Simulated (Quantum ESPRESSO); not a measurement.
AlRu under changes of volume

One of the cells (13.387 Å³/atom); the others are scaled copies at fixed shape and fractional positions:

```
Ru Al
1.0
     2.99160    0.00000    0.00000
     0.00000    2.99160    0.00000
     0.00000    0.00000    2.99160
Ru Al
1 1
Cartesian
  1.4958 1.4958 1.4958
  0.0000 0.0000 0.0000
```

```yaml
Program: Quantum ESPRESSO 7.5
Functional: r2SCAN
Potentials_or_basis: SG15 PBE 1.2
Cutoff: 1020 eV
Density_cutoff: 4082 eV
k_mesh: 7 × 7 × 7
Occupations: fermi-dirac, width 0.05 eV
Spin: no spin polarisation
```

```csv
volume (Å³/atom),energy over the lowest point (meV/atom),pressure (GPa)
12.584,24.69,12.8
12.851,7.96,7.3
13.119,?,?
13.387,0.00,-2.2
13.655,7.10,-6.2
13.922,20.59,-9.9
14.190,39.82,-13.1
```

Task: What does the run at 13.119 Å³/atom give?

Result: Energy over the lowest point 0.02 meV/atom; pressure 2.3 GPa.

Worked out: A Birch-Murnaghan fit of order 3 (a polynomial in V^(-2/3)) to the other rows has its minimum at 13.25 Å³/atom with B0 = V·E''(V) = 222 GPa and B' = 4.4. It gives 0.00 meV/atom at 13.119 Å³/atom, against the run's 0.02, and -dE/dV = 2.3 GPa, against 2.3.

Energies are extrapolated to zero smearing.

Caveats: the potentials were made for another functional, which shifts forces and pressure.
